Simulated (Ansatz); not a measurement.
BaS, space group Fm-3m, a calculation of the elastic constants

Run with Ansatz's Python interface.

The script, `bas.py`:
```python
from dataclasses import replace

import ansatz as az
import numpy as np

cell = (
    az.Lattice.fcc(6.3875)
    .space_group(225)
    .atom("Ba", (0.0, 0.0, 0.0))
    .atom("S", (0.5, 0.0, 0.0))
    .primitive()
)

setup = cell.calculation()
setup = setup.functional(az.Functional.LDA)
setup = setup.occupations("fixed")
setup = setup.kpoints(6, 6, 6)
rest = setup.relax(cell=True).run().lattice
relaxed = az.Crystal(lattice=az.Lattice.of(rest.cell_ang))
for site in rest.sites:
    relaxed = relaxed.atom(site.symbol, site.position_frac)
setup = replace(setup, crystal=relaxed)
print("relaxed volume {:.3f} A^3".format(abs(np.linalg.det(rest.cell_ang))))
result = setup.elastic("relaxed_ion").run()
elastic = result.elastic

print(np.array2string(np.round(elastic.c_gpa, 1) + 0.0, suppress_small=True))
print("Voigt stress of the unstrained cell (GPa, tension positive):", np.round(elastic.sigma0_gpa, 3) + 0.0)
print("smallest eigenvalue of C:", round(elastic.stability.min_eigenvalue_gpa, 1), "GPa; stable:", elastic.stability.stable)
if elastic.stability.min_eigenvalue_gpa > 0:
    for name, value in elastic.moduli.to_plain().items():
        print(f"{name:14s} {value:9.3f}")
    S = np.linalg.inv(elastic.c_gpa)
    print("Young modulus along x, y, z (GPa):", np.round(1 / np.diag(S)[:3], 1))
    print("linear compressibility along x, y, z (1/TPa):", np.round(1000 * S[:3, :3].sum(axis=1), 2))
```

```console
$ python bas.py
DeckWarning: basis.ecutwfc = 420 eV, auto-derived from the records' recommended cutoffs: set by Ba (normal level)
relaxed volume 61.671 A^3
[[116.   18.3  18.3   0.    0.    0. ]
 [ 18.3 116.   18.3   0.    0.    0. ]
 [ 18.3  18.3 116.    0.    0.    0. ]
 [  0.    0.    0.   18.3   0.    0. ]
 [  0.    0.    0.    0.   18.3   0. ]
 [  0.    0.    0.    0.    0.   18.3]]
Voigt stress of the unstrained cell (GPa, tension positive): [0.004 0.004 0.004 0.    0.    0.   ]
smallest eigenvalue of C: 18.3 GPa; stable: True
k_voigt_gpa       50.837
k_reuss_gpa       50.837
k_hill_gpa        50.837
g_voigt_gpa       30.520
g_reuss_gpa       24.411
g_hill_gpa        27.466
youngs_gpa        69.823
poisson            0.271
Young modulus along x, y, z (GPa): [111. 111. 111.]
linear compressibility along x, y, z (1/TPa): [6.56 6.56 6.56]
```
(Warnings from the package without file and line.)

Notes:
- A positive definite tensor excludes instabilities under uniform strain alone; phonons elsewhere in the zone can still be imaginary.
- The structure is a deposited one; some such entries were measured under pressure or heat, so a shift against it needn't be the functional's error alone.
- The constants belong to the cell that was strained; where it wasn't relaxed first it may be under stress.
- Wall time of the script: 9.5 s on 1 thread of Intel(R) Xeon(R) Gold 6455B (Sapphire Rapids) (shared host), peak memory 0.45 GiB.
